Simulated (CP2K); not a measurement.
Cu2O (Cuprite):

```xyz
6
Lattice="4.2600 0.0000 0.0000 0.0000 4.2600 0.0000 0.0000 0.0000 4.2600" Properties=species:S:1:pos:R:3 pbc="T T T"
Cu    3.1950    1.0650    3.1950
Cu    3.1950    3.1950    1.0650
Cu    1.0650    3.1950    3.1950
Cu    1.0650    1.0650    1.0650
O     2.1300    2.1300    2.1300
O     0.0000    0.0000    0.0000
```

Program: CP2K 2026.2. Alike in all runs: no spin polarisation; cell as given; k mesh 6 × 6 × 6.

**Question.** Order these runs on this cell by their pressure, lowest first.
A. level PBEsol; potentials or basis POTENTIAL_UZH Cu GTH-PBE-q11, O GTH-PBE-q6; TZVP-MOLOPT-PBE-GTH basis; smearing fermi-dirac 0.05 eV; NGRIDS 4; points a segment of the path (NPOINTS) 8; bands added on the path 4
B. level PBE; potentials or basis POTENTIAL_UZH Cu GTH-PBE-q11, O GTH-PBE-q6; TZVP-MOLOPT-PBE-GTH basis; smearing gaussian 0.011 eV; NGRIDS 5
C. level LDA; potentials or basis GTH_POTENTIALS Cu GTH-PADE-q11, O GTH-PADE-q6; TZVP-MOLOPT-PBE-GTH basis; smearing fermi-dirac 0.05 eV; NGRIDS 4; points a segment of the path (NPOINTS) 10; bands added on the path 2

**Answer.** C (-5.8 GPa), A (-0.9 GPa), B (5.1 GPa).

Caveats: the basis of atomic orbitals isn't converged, which shifts pressures, moduli and gaps; the potentials were made for another functional, which shifts forces and pressure (some runs).
